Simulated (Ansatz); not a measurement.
# Energy landscape near a Sb structure

The calculation used Ansatz, DFT PBE, scalar-relativistic, plane waves, PAW.

Plane waves to 420 eV, a k mesh through Γ of 12×12×12 on the computed 1-atom cell and Gaussian smearing (0.10 eV); no spin polarisation.

Reference cell:

```xyz
1
Lattice="3.1600 0.0000 0.0000 0.0000 3.1600 0.0000 0.0000 0.0000 3.1600" Properties=species:S:1:pos:R:3 pbc="T T T"
Sb    0.0000    0.0000    0.0000
```

Each variant moves atoms of this cell by the vectors given, if any (Å), and then applies a symmetric strain (tensor components, Cartesian axes). The reference cell isn't relaxed at this level. Energies are per atom at zero smearing, counted from the lowest variant. Pressure is positive in compression.

1. strain (xx yy zz yz xz xy, %) -2.66 -2.66 -2.66 1.00 1.00 -1.00
2. strain (xx yy zz yz xz xy, %) -1.21 -3.70 -4.72 0.00 0.01 0.00
3. strain (xx yy zz yz xz xy, %) 3.00 2.61 3.41 0.50 -0.41 0.19

| result | ΔE (meV/atom) | P (GPa) |
| --- | --- | --- |
| A | 75.4 | -5.32 |
| B | 9.2 | 3.02 |
| C | 0.0 | 1.94 |

Problem. Which variant gave which result?

Solution. A is 3, B is 2, C is 1. The pressure falls as the cell grows: from the smallest volume to the largest the variants are 2, 1, 3.